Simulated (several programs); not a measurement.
## Many methods on one cell: Mg2Si (Fm-3m)

Mg2Si (Fm-3m) from a database of computed structures, relaxed with r2SCAN in Ansatz, was computed with several methods. It is cubic, Fm-3m (No. 225); conventional cell a = 6.338 Å, 21.22 Å³ an atom. Mg is surrounded by 4 Si at 2.74 Å; Si is surrounded by 8 Mg at 2.74 Å. No spin polarisation and no zero-point or thermal motion.

```xyz
3
Lattice="0.0000 3.1690 3.1690 3.1690 0.0000 3.1690 3.1690 3.1690 0.0000" Properties=species:S:1:pos:R:3 pbc="T T T"
Mg    1.5845    1.5845    1.5845
Mg    4.7535    4.7535    4.7535
Si    0.0000    0.0000    0.0000
```

Gaps and times are for a single point on this cell; volume and bulk modulus come from each method's own relaxation or energy curve at fixed shape. Times are rough, from shared hosts (AMD EPYC 7R13 Processor; Arm Neoverse N1; Arm Neoverse V1), and each method has its own mesh and cell size. PM6 (MOPAC), PM7 (MOPAC), GFN1-xTB (tblite) treat a cluster of cells at its zone centre, which samples few k points: where these miss a band edge, the gap comes out too large for that reason alone. Gaps from k meshes are read at a limited set of points (mesh, symmetry points, PBE's band edges), so each method's own least gap may be somewhat smaller. xTB and the PM methods were fitted mostly to molecules, and can miss a solid's gap by electronvolts. Minimal bases can be far off for gaps. Times of the plane-wave ladder aren't listed, since it ran on unlike processors and cards. GLLB-SC's gap includes the derivative discontinuity. G0W0 is at finite bands, cutoff and mesh. d marks a direct gap, i an indirect one (no mark: not told apart), a dash a value that wasn't computed or didn't pass its checks.

```json
{"method": "PBEsol", "kind": "semilocal", "gap (eV)": "–", "own volume (Å³/atom)": "21.09", "bulk modulus (GPa)": "–", "atoms computed": "3", "processor time": "–"}
{"method": "light PBE (260 eV and a coarse mesh)", "kind": "light plane-wave", "gap (eV)": "0.16 i", "own volume (Å³/atom)": "–", "bulk modulus (GPa)": "–", "atoms computed": "3", "processor time": "1.1 s"}
{"method": "LDA", "kind": "semilocal", "gap (eV)": "0.16 i", "own volume (Å³/atom)": "20.44", "bulk modulus (GPa)": "–", "atoms computed": "3", "processor time": "–"}
{"method": "PBE", "kind": "semilocal", "gap (eV)": "0.20 i", "own volume (Å³/atom)": "21.48", "bulk modulus (GPa)": "54", "atoms computed": "3", "processor time": "–"}
{"method": "r2SCAN", "kind": "semilocal", "gap (eV)": "0.45 i", "own volume (Å³/atom)": "21.22", "bulk modulus (GPa)": "58", "atoms computed": "3", "processor time": "–"}
{"method": "GFN1-xTB (tblite)", "kind": "tight binding", "gap (eV)": "0", "own volume (Å³/atom)": "–", "bulk modulus (GPa)": "–", "atoms computed": "cluster", "processor time": "11 s"}
{"method": "PM7 (MOPAC)", "kind": "semi-empirical", "gap (eV)": "5.55", "own volume (Å³/atom)": "–", "bulk modulus (GPa)": "–", "atoms computed": "cluster", "processor time": "12 s"}
{"method": "PBE/SZV (CP2K)", "kind": "small basis", "gap (eV)": "overlap 1.63", "own volume (Å³/atom)": "–", "bulk modulus (GPa)": "–", "atoms computed": "3", "processor time": "18 s"}
{"method": "PM6 (MOPAC)", "kind": "semi-empirical", "gap (eV)": "2.21", "own volume (Å³/atom)": "–", "bulk modulus (GPa)": "–", "atoms computed": "cluster", "processor time": "18 s"}
{"method": "GLLB-SC (GPAW)", "kind": "model potential", "gap (eV)": "0.64", "own volume (Å³/atom)": "–", "bulk modulus (GPa)": "–", "atoms computed": "3", "processor time": "21 s"}
{"method": "PBE/DZVP (CP2K)", "kind": "small basis", "gap (eV)": "0.31 i", "own volume (Å³/atom)": "–", "bulk modulus (GPa)": "–", "atoms computed": "3", "processor time": "23 s"}
{"method": "PBE/single zeta (GPAW)", "kind": "small basis", "gap (eV)": "0.50 i", "own volume (Å³/atom)": "–", "bulk modulus (GPa)": "–", "atoms computed": "3", "processor time": "24 s"}
{"method": "G0W0@LDA (140 eV screening cutoff)", "kind": "many-body", "gap (eV)": "0.53", "own volume (Å³/atom)": "–", "bulk modulus (GPa)": "–", "atoms computed": "3", "processor time": "–"}
{"method": "PBE0", "kind": "hybrid", "gap (eV)": "1.17 i", "own volume (Å³/atom)": "–", "bulk modulus (GPa)": "–", "atoms computed": "3", "processor time": "–"}
{"method": "HSE06", "kind": "hybrid", "gap (eV)": "0.56 i", "own volume (Å³/atom)": "21.22", "bulk modulus (GPa)": "–", "atoms computed": "3", "processor time": "–"}
{"method": "G0W0@PBE (300 eV screening cutoff)", "kind": "many-body", "gap (eV)": "0.60", "own volume (Å³/atom)": "–", "bulk modulus (GPa)": "–", "atoms computed": "3", "processor time": "–"}
{"method": "G0W0@r2SCAN (220 eV screening cutoff)", "kind": "many-body", "gap (eV)": "0.70", "own volume (Å³/atom)": "–", "bulk modulus (GPa)": "–", "atoms computed": "3", "processor time": "–"}
{"method": "Hartree-Fock", "kind": "exact exchange", "gap (eV)": "4.89 i", "own volume (Å³/atom)": "–", "bulk modulus (GPa)": "–", "atoms computed": "3", "processor time": "–"}
{"method": "r2SCANh", "kind": "hybrid", "gap (eV)": "0.78 i", "own volume (Å³/atom)": "–", "bulk modulus (GPa)": "–", "atoms computed": "3", "processor time": "–"}
{"method": "DDH-PBE0", "kind": "hybrid", "gap (eV)": "0.44 i", "own volume (Å³/atom)": "–", "bulk modulus (GPa)": "–", "atoms computed": "3", "processor time": "–"}
{"method": "G0W0@PBE0 (220 eV screening cutoff)", "kind": "many-body", "gap (eV)": "0.90", "own volume (Å³/atom)": "–", "bulk modulus (GPa)": "–", "atoms computed": "3", "processor time": "–"}
{"method": "G0W0@HSE06 (220 eV screening cutoff)", "kind": "many-body", "gap (eV)": "0.75", "own volume (Å³/atom)": "–", "bulk modulus (GPa)": "–", "atoms computed": "3", "processor time": "–"}
```

Against HSE06 (0.56 eV) and with closed or daggered gaps left aside, the nearest gap at the points sampled is that of G0W0@LDA (140 eV screening cutoff) (-0.03 eV) and the farthest that of PM7 (MOPAC) (+4.99 eV). HSE06 is only a yardstick of convenience, and nearness to it can be luck.

Volumes against r2SCAN's: PBEsol -0.6 %, LDA -3.7 %, PBE +1.2 %, HSE06 0.0 %.

Runs without a result: GFN2-xTB (tblite) (single point).
